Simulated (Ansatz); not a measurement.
## Tc in Ansatz: the effect of target pressure

The system is Tc.

```xyz
2
Lattice="2.7400 0.0000 0.0000 -1.3700 2.3729 0.0000 0.0000 0.0000 4.3980" Properties=species:S:1:pos:R:3 pbc="T T T"
Tc    1.3700    0.7910    3.2985
Tc    0.0000    1.5819    1.0995
```

Alike in all runs:

| Property | Result |
| --- | --- |
| Program | Ansatz 0.2.0 |
| Task | relaxation of cell and atoms |
| Functional | PBEsol |
| Potentials or basis | all-electron LAPW, scalar-relativistic |
| Basis error allowed | 0.001 eV/atom |
| k mesh | 11 × 11 × 6 |
| Occupations | fermi-dirac, width 0.05 eV |
| Spin | no spin polarisation |

Each run relaxes the cell or the atoms first.

```tsv
target pressure	relaxed volume (Å³/atom)
0 GPa	?
5 GPa	13.79
10 GPa	13.60
20 GPa	13.26
30 GPa	12.96
```

Task: What does the run with target pressure 0 GPa give?

Result: Relaxed volume 14.00 Å³/atom.

Worked out: In Murnaghan's law V^(-B') rises as a straight line in P. The other rows fit best with B' = 4.4, V0 = 13.99 Å³/atom and B0 = 328 GPa, which gives 13.99 Å³/atom at 0 GPa, against the run's 14.00.
